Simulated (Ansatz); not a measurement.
Pt:

```xyz
1
Lattice="0.0000 1.9609 1.9609 1.9609 0.0000 1.9609 1.9609 1.9609 0.0000" Properties=species:S:1:pos:R:3 pbc="T T T"
Pt    0.0000    0.0000    0.0000
```

```yaml
Program: Ansatz 0.2.0
Task: relaxation of cell and atoms
Functional: LDA
Potentials_or_basis: all-electron LAPW, scalar-relativistic
Basis_error_allowed: 0.001 eV/atom
k_mesh: 12 × 12 × 12
Occupations: fermi-dirac, width 0.05 eV
Spin: no spin polarisation
```

At the start: volume 15.08 Å³/atom.

Q: Where does the relaxation end?

A: Over 4 steps the energy falls by 6.0 meV/atom and the volume is 14.77 Å³/atom (-2.1 %); space group Fm-3m (No. 225, to 0.05 Å).

Step by step:
| step | energy change (eV) | largest force (eV/Å) | volume (Å³) |
| --- | --- | --- | --- |
| 1 | 0.0000 | 0.0000 | 15.08 |
| 2 | -0.0060 | 0.0000 | 14.79 |
| 3 | -0.0060 | 0.0000 | 14.77 |
| 4 | -0.0060 | 0.0000 | 14.77 |

Final structure:
```xyz
1
Lattice="0.0000 1.9473 1.9473 1.9473 0.0000 1.9473 1.9473 1.9473 0.0000" Properties=species:S:1:pos:R:3 pbc="T T T"
Pt    0.0000    0.0000    0.0000
```
